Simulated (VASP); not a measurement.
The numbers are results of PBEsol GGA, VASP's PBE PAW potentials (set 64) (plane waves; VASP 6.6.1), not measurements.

The input files of a VASP run:

POSCAR:
```
ZrO2
1
    0.0000000000     2.5337252087     2.5337252087
    2.5337252087     0.0000000000     2.5337252087
    2.5337252087     2.5337252087     0.0000000000
Zr O
1 2
Direct
  0.0000000000   0.0000000000   0.0000000000
  0.2500000000   0.2500000000   0.2500000000
  0.7500000000   0.7500000000   0.7500000000
```

INCAR:
```
ISMEAR=0   ! Gaussian
PREC=Accurate
SYSTEM=ZrO2
LASPH=.True.
LMAXMIX=4   ! l cut-off of mixed one-centre charges
NEDOS=1001   ! DOS grid
LREAL=.False.
ALGO=Normal   ! blocked Davidson
GGA=PS
SIGMA=0.01
EDIFF=1E-7
NBANDS=48
CSHIFT=0.1
NELM=100
LCHARG=.False.
LOPTICS=.True.
ENCUT=520
LWAVE=.False.
```

**KPOINTS**
```
Automatic
0
gamma
 10 10 10
0 0 0
```

POTCAR, in this order: Zr_sv O (PBE.64 set). Program: vasp_std.

Output

File OSZICAR:
```
       N       E                     dE             d eps       ncg     rms          rms(c)
DAV:   1     0.197567585867E+03    0.19757E+03   -0.11149E+04  4512   0.512E+02
DAV:   2    -0.274485069383E+02   -0.22502E+03   -0.21113E+03  5304   0.194E+02
DAV:   3    -0.356324588005E+02   -0.81840E+01   -0.80905E+01  5768   0.344E+01
DAV:   4    -0.357525312946E+02   -0.12007E+00   -0.12001E+00  5112   0.352E+00
DAV:   5    -0.357543604485E+02   -0.18292E-02   -0.18291E-02  5400   0.375E-01    0.259E+01
DAV:   6    -0.301060906975E+02    0.56483E+01   -0.85543E+00  5304   0.149E+01    0.106E+01
DAV:   7    -0.299780523519E+02    0.12804E+00   -0.42407E-01  5200   0.254E+00    0.686E+00
DAV:   8    -0.299316647893E+02    0.46388E-01   -0.15126E-01  5264   0.195E+00    0.183E+00
DAV:   9    -0.299248146415E+02    0.68501E-02   -0.18103E-02  5016   0.806E-01    0.120E+00
DAV:  10    -0.299246123306E+02    0.20231E-03   -0.28762E-03  5192   0.257E-01    0.601E-02
DAV:  11    -0.299246175327E+02   -0.52021E-05   -0.92417E-05  5376   0.313E-02    0.351E-02
DAV:  12    -0.299246234015E+02   -0.58687E-05   -0.16844E-05  5256   0.174E-02    0.741E-03
DAV:  13    -0.299246235294E+02   -0.12793E-06   -0.40155E-07  5552   0.276E-03    0.241E-03
DAV:  14    -0.299246236088E+02   -0.79392E-07   -0.18260E-07  5184   0.140E-03
   1 F= -.29924624E+02 E0= -.29924624E+02  d E =-.726466E-25
 imaginary and real dielectric function
```

### OUTCAR
```
------------------------ aborting loop because EDIFF is reached ----------------------------------------
  FORCE on cell =-STRESS in cart. coord.  units (eV):
  Direction    XX          YY          ZZ          XY          YZ          ZX
  --------------------------------------------------------------------------------------
  Total       -0.0102612     -0.0102612     -0.0102612      0.0000000      0.0000000     -0.0000000
  in kB       -0.5053610     -0.5053610     -0.5053610      0.0000000      0.0000000     -0.0000000
  external PRESSURE =      -0.5053610 kB  Pullay stress =       0.0000000 kB
  volume of cell :       32.53
      direct lattice vectors                 reciprocal lattice vectors
     0.000000000  2.533725209  2.533725209    -0.197337895  0.197337895  0.197337895
     2.533725209  0.000000000  2.533725209     0.197337895 -0.197337895  0.197337895
     2.533725209  2.533725209  0.000000000     0.197337895  0.197337895 -0.197337895
 POSITION                                       TOTAL-FORCE (eV/Angst)
 -----------------------------------------------------------------------------------
      0.00000      0.00000      0.00000         0.000000     -0.000000     -0.000000
      1.26686      1.26686      1.26686         0.000000      0.000000      0.000000
      3.80059      3.80059      3.80059        -0.000000     -0.000000     -0.000000
 -----------------------------------------------------------------------------------
    total drift:                                0.000000      0.000000      0.000000
  FREE ENERGIE OF THE ION-ELECTRON SYSTEM (eV)
  ---------------------------------------------------
  free  energy   TOTEN  =       -29.9246236088 eV

  energy  without entropy=      -29.9246236088  energy(sigma->0) =      -29.92462361

 plasma frequency squared (from intraband transitions) (eV^2)
  --------------------------------------------------------------------------------------
       0.000       0.000      -0.000
       0.000       0.000      -0.000
      -0.000      -0.000       0.000

 plasma frequency squared (from interband transitions, int dw w eps(2)(w)) (eV^2)
  --------------------------------------------------------------------------------------
     811.995       0.000       0.000       0.000       0.000       0.000
       0.000      -0.000     811.995       0.000       0.000      -0.000
       0.000      -0.000       0.000       0.000     811.995       0.000
```
(Selected blocks of OUTCAR.)

OUTCAR:
```
 val. band max:        7.2405302371   @ k =   0.5000   0.5000   0.0000

 cond. band min:      10.5566313895   @ k =   0.0000   0.0000   0.0000


 Fermi energy:         7.3090119960

 k-point     1 :       0.0000    0.0000    0.0000
  band No.  band energies     occupation
      1     -40.6483      2.00000
      2     -18.5115      2.00000
      3     -18.5115      2.00000
      4     -18.5115      2.00000
      5     -10.9639      2.00000
      6      -8.3019      2.00000
      7       1.8767      2.00000
      8       1.8767      2.00000
      9       1.8767      2.00000
     10       6.6952      2.00000
     11       6.6952      2.00000
     12       6.6952      2.00000
     13      10.5566      0.00000
     14      10.5566      0.00000
     15      13.7105      0.00000
     16      16.8041      0.00000
     17      16.8041      0.00000
     18      16.8041      0.00000
     19      21.5087      0.00000
     20      21.5087      0.00000
     21      21.5087      0.00000
     22      30.0340      0.00000
     23      31.1470      0.00000
     24      31.1470      0.00000
     25      35.0719      0.00000
     26      35.0719      0.00000
     27      35.0719      0.00000
     28      36.4107      0.00000
     29      36.4107      0.00000
     30      36.4107      0.00000
     31      38.1503      0.00000
     32      38.1503      0.00000
     33      38.1503      0.00000
     34      42.2604      0.00000
     35      48.6045      0.00000
     36      48.6045      0.00000
     37      48.6045      0.00000
     38      48.8792      0.00000
     39      48.8792      0.00000
     40      50.4221      0.00000
     41      50.4221      0.00000
     42      50.4221      0.00000
     43      54.6318      0.00000
     44      54.6318      0.00000
     45      55.2979      0.00000
     46      58.4953      0.00000
     47      58.4954      0.00000
     48      58.4955      0.00000

 k-point     2 :       0.1000    0.0000    0.0000
  band No.  band energies     occupation
...
```

The structure comes from a computed database's ZrO2 entry (Fm-3m); how it stands against other phases isn't given here. It was relaxed first.
